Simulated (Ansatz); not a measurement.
# AlN: the cost of one run

Method: DFT PBEsol, scalar-relativistic, plane waves, PAW, in Ansatz 0.2.0.

16 further runs of the same task are left out: 16 set aside as unsound or not needed. Runs told in other sessions of the task aren't counted.

**1. The system as given**

The structure is hexagonal, space group P6_3mc (No. 186). Conventional cell: a = 3.111 Å, b = 3.111 Å, c = 4.978 Å, α = 90.00°, β = 90.00°, γ = 120.00°. Al (site symmetry 3m) has 4 N at 1.89 to 1.92 Å in its first shell of neighbours. Around N (site symmetry 3m) lie 4 Al at 1.89 to 1.92 Å.

Coordinates:

```
Al N
1.0
     3.11100    0.00000    0.00000
    -1.55550    2.69421    0.00000
     0.00000    0.00000    4.97800
Al N
2 2
Direct
  0.33333 0.66667 0.00000
  0.66667 0.33333 0.50000
  0.33333 0.66667 0.38500
  0.66667 0.33333 0.88500
```

Source of the structure: the Crystallography Open Database.

**5. Setting up the map**

Rigid slide and opening across a plane, one cut a cell; the plane is (0 0 1) of the conventional cell, and the faces at the cut hold Al and N.

- slide along 0 a1 + a2 (3.114 Å): 12 values from 0.000 to 0.917, periodic
- opening across the cut: 7 values from −0.3 to 3.2 Å

Nothing else is relaxed (rigid halves). Energies count from the perfect crystal. Points are written as (first, second).

(The set-up runs are not shown.)

**6. Grid point (0.000, 0.3 Å)**

Contents of input.yaml:

```yaml
crystal:
  lattice:
    - [-3.1135599822, 0.0, 0.0]
    - [-1.5567799911, -2.6964220408, 0.0]
    - [0.0, 0.0, 10.2667009506]
  atoms:
    - { symbol: Al, position: [0.3333333333, 0.3333333333, 0.8780748041] }
    - { symbol: Al, position: [0.3333333333, 0.3333333333, 0.392685145] }
    - { symbol: Al, position: [0.6666666667, 0.6666666667, 0.1499903154] }
    - { symbol: Al, position: [0.6666666667, 0.6666666667, 0.6353799746] }
    - { symbol: "N", position: [0.3333333333, 0.3333333333, 0.0927045142] }
    - { symbol: "N", position: [0.3333333333, 0.3333333333, 0.5780941734] }
    - { symbol: "N", position: [0.6666666667, 0.6666666667, 0.3353993438] }
    - { symbol: "N", position: [0.6666666667, 0.6666666667, 0.820789003] }
basis:
  ecutwfc: 520.0
kpoints:
  mp_grid: { grid: [8, 8, 3] }
hamiltonian:
  xc: pbesol
  pseudopotentials: { kind: paw, azcp: { folder: soft_1 } }
scf:
  occupations: { method: gaussian, width: 0.05 }
output:
  forces: true
  stress: true
  eigenvalues: true
```

Command:

```bash
$ ansatz run input.yaml --threads 2 --pin off --max-ram 4096MiB --backend cpu --events-out ev --progress --plain --runs-dir out
```

What time and memory should one allow on 2 threads of Intel Xeon 6975P-C (Granite Rapids), shared host?

About 1.7 s, with a peak of 0.39 GiB.
